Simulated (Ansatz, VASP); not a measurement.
One calculation of CuI (Marshite), two programs

```
Cu I
1.0
     2.90168    2.90168    0.00000
    -2.90168    2.90168    0.00000
     0.00000    2.90168    2.97284
Cu I
1 1
Direct
  0.75000 0.25000 0.50000
  0.00000 0.00000 0.00000
```

Change from the starting cell: film at in-plane strain -0.01.

Alike in both runs: task single point; functional LDA; k mesh 6 × 6 × 6; no spin polarisation.

|  | VASP | Ansatz |
| --- | --- | --- |
| version | VASP 6.6.1 | Ansatz 0.2.0 |
| potentials or method | VASP PAW LDA potentials, release 64 (Cu, I), cutoff 520 eV | all-electron LAPW, scalar-relativistic |
| occupations | gaussian, width 0.01 eV | fixed |

```csv
,VASP,Ansatz,Ansatz less VASP
gap on the k mesh at the Fermi level (eV),1.28,1.22,-0.063
pressure (GPa),0.5,0.4,-0.09
largest component of the traceless stress (GPa),0.35,0.36,+0.004
```

Ansatz ran all-electron here, so the differences hold the error of VASP's frozen core and of both bases.

Caveats: spin-orbit coupling is left out, which moves the levels of the heavy elements.
